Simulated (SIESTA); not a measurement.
The system is Hf.

```
Hf
1.0
     3.19670    0.00000    0.00000
    -1.59835    2.76842    0.00000
     0.00000    0.00000    5.05780
Hf
2
Cartesian
  1.5984 0.9228 3.7934
  0.0000 1.8456 1.2645
```

Base run:

| Property | Result |
| --- | --- |
| Program | SIESTA 5.4.2 |
| Functional | LDA |
| Potentials or basis | PseudoDojo 0.4 standard (LDA files) |
| Basis | DZP (energy shift 0.003 Ry; two zetas on semicore shells) |
| Grid cutoff | 800 Ry |
| Energy shift | 0.003 Ry |
| k mesh | 10 × 10 × 5 |
| Occupations | fermi-dirac, width 0.05 eV |
| Spin | no spin polarisation |

Its results: band gap on the k mesh none (metal or under the smearing width); pressure -8.4 GPa.

Question: The run is repeated on the same cell with these changes: functional from LDA to PBE; potentials or basis from PseudoDojo 0.4 standard (LDA files) to PseudoDojo 0.4 standard (PBE files). What comes out?

Answer: Band gap on the k mesh none (metal or under the smearing width); pressure 1.1 GPa.

Caveats: short orbitals over semicore shells can move pressures by several GPa; the basis of atomic orbitals isn't converged, which shifts pressures, moduli and gaps.

Not every run made on this cell is shown here.
